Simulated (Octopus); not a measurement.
# W under changes of volume

One of the cells (15.848 Å³/atom); the others are scaled copies at fixed shape and fractional positions:

```
W
1.0
    -1.58234    1.58234    1.58234
     1.58234   -1.58234    1.58234
     1.58234    1.58234   -1.58234
W
1
Direct
  0.00000 0.00000 0.00000
```

```yaml
Program: Octopus 16.4
Functional: LDA
Potentials_or_basis: sg15 (PBE)
Grid_spacing: 0.152 Å
k_mesh: 8 × 8 × 8
Occupations: spline, width 0.15 eV
Spin: no spin polarisation
```

```csv
volume (Å³/atom),energy over the lowest point (meV/atom),pressure (GPa)
14.897,0.00,1.7
15.214,2.25,-5.8
15.531,21.25,-12.6
15.848,52.22,-18.6
16.165,94.20,-24.0
16.482,143.40,-28.8
16.798,?,?
```

Question: What does the run at 16.798 Å³/atom give?

Answer: Energy over the lowest point 202.65 meV/atom; pressure -33.1 GPa.

Worked out: A Birch-Murnaghan fit of order 3 (a polynomial in V^(-2/3)) to the other rows has its minimum at 15.01 Å³/atom with B0 = V·E''(V) = 443 GPa (rough, since the energies scatter). It gives 198.30 meV/atom at 16.798 Å³/atom, against the run's 202.65, and -dE/dV = -29.0 GPa, against -33.1.

Energies are extrapolated to zero smearing.

Caveats: the potentials were made for another functional, which shifts forces and pressure.
